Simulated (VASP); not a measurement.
## CrO2: single point with r2SCAN+U

The system is CrO2.

```
Cr O
1.0
     2.77988    0.00000    0.00000
    -1.38994    2.40745    0.00000
     0.00000    0.00000    4.48452
Cr O
1 2
Direct
  0.00000 0.00000 0.00000
  0.33333 0.66667 0.25200
  0.66667 0.33333 0.74800
```

Measurements of this composition are mostly on another form, of space group No. 136.

```yaml
Program: VASP 6.6.1
Task: single point
Functional: r2SCAN
Potentials_or_basis: VASP PAW PBE potentials, release 64 (Cr_pv, O)
Cutoff: 520 eV
k_mesh: 8 × 8 × 4
Occupations: gaussian, width 0.05 eV
Spin: collinear spin, ferromagnetic start
Starting_moments: "[3.0, 0.0, 0.0] μB"
Hubbard_terms: Cr d U = 7 eV
```

```json
{"Pressure": "20.0 GPa", "Largest force": "0.834 eV/Å", "Band gap on the k mesh": "none (metal or under the smearing width)", "Net moment": "1.98 μB per cell", "Site moments": "Cr +3.08; O -0.47 μB", "Valence electrons inside the program's atomic spheres": "Cr 10.99; O 4.98"}
```

Forces in eV/Å, atoms in the order of the input:
```
Cr   0.000  0.000  0.000
O    0.000  0.000 -0.834
O    0.000  0.000  0.834
```

Stress tensor (GPa, compression positive):
```
33.51  0.00  0.00
 0.00 33.51  0.00
 0.00  0.00 -6.98
```

Levels at points of the mesh, in eV from the Fermi level:
Spin up:
| k point | band 11 | band 12 | band 13 | band 14 | band 15 | band 16 |
| --- | --- | --- | --- | --- | --- | --- |
| (0.00, 0.00, 0.00) | -1.02 | 0.33 | 0.33 | 0.67 | 1.55 | 5.12 |
| (0.50, 0.00, 0.00) | -1.65 | -1.53 | -1.03 | -0.39 | 1.55 | 5.43 |
| (0.00, 0.00, 0.50) | -1.69 | 0.14 | 0.17 | 0.17 | 1.58 | 5.28 |
| (0.50, 0.00, 0.50) | -1.32 | -1.01 | -0.68 | -0.33 | 1.55 | 5.29 |
Spin down:
| k point | band 8 | band 9 | band 10 | band 11 | band 12 | band 13 | band 14 | band 15 |
| --- | --- | --- | --- | --- | --- | --- | --- | --- |
| (0.00, 0.00, 0.00) | -2.61 | -0.79 | -0.79 | -0.66 | 6.70 | 6.70 | 6.92 | 7.23 |
| (0.50, 0.00, 0.00) | -2.64 | -2.52 | -2.42 | -1.96 | 5.41 | 7.39 | 7.52 | 7.77 |
| (0.00, 0.00, 0.50) | -2.51 | -2.51 | -0.94 | -0.94 | 6.68 | 6.68 | 7.05 | 7.33 |
| (0.50, 0.00, 0.50) | -2.69 | -2.47 | -1.63 | -1.45 | 5.48 | 7.38 | 7.40 | 7.80 |

Eigenvalues of the final occupation matrices:
| site | spin | trace | eigenvalues |
| --- | --- | --- | --- |
| site 1 d | 1 | 3.52 | 0.37 0.37 0.92 0.93 0.93 |
| site 1 d | 2 | 0.55 | 0.04 0.05 0.05 0.21 0.21 |

Wall time 4.3 min on 1 thread of Intel(R) Xeon(R) Platinum 8259CL CPU @ 2.50GHz (Skylake/Cascade Lake), on a shared host, peak memory 0.2 GiB.

Caveat: the PAW data sets were made with another functional, which shifts forces and pressure a little; a cell with one magnetic atom can't hold antiferromagnetic order, which such compounds often take. The state reached can hang on the start; a lower one may exist.
